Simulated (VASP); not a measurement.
Crystal: Si3N4.

```
Si N
1.0
    -3.23735    3.23735    3.23735
     3.23735   -3.23735    3.23735
     3.23735    3.23735   -3.23735
Si N
6 8
Cartesian
  2.4280 3.2374 -1.6187
  -1.6187 2.4280 3.2374
  0.8093 3.2374 1.6187
  1.6187 0.8093 3.2373
  3.2374 -1.6187 2.4280
  3.2374 1.6187 0.8093
  1.8220 1.8220 1.8220
  0.2033 -0.2033 3.0340
  1.4154 4.6527 -1.4154
  3.0340 0.2033 -0.2033
  -1.4154 1.4154 4.6527
  0.2033 0.2033 0.2033
  4.6527 -1.4154 1.4154
  -0.2033 3.0340 0.2033
```

Measurements of this composition are mostly on another form, of space group No. 176.

Base run:

- Program: VASP 6.6.1
- Functional: PBE
- Potentials or basis: VASP PAW PBE potentials, release 64 (Si, N)
- Cutoff: 520 eV
- k mesh: 6 × 6 × 6
- Occupations: fermi-dirac, width 0.02 eV
- Spin: no spin polarisation

Its results: band gap on the k mesh 4.07 eV, indirect (least direct gap 4.25 eV); pressure 1.6 GPa; largest force 0.016 eV/Å.

Question: The run is repeated on the same cell with these changes: functional from PBE to r2SCAN. What comes out?

Answer: Band gap on the k mesh 4.69 eV, indirect (least direct gap 4.87 eV); pressure -4.2 GPa; largest force 0.029 eV/Å.

r2SCAN gives the wider gap, since meta-GGAs in the generalised Kohn-Sham scheme recover part of the derivative discontinuity.

Caveats: the PAW data sets were made with another functional, which shifts forces and pressure a little (some runs).

A k mesh can miss the band edges.
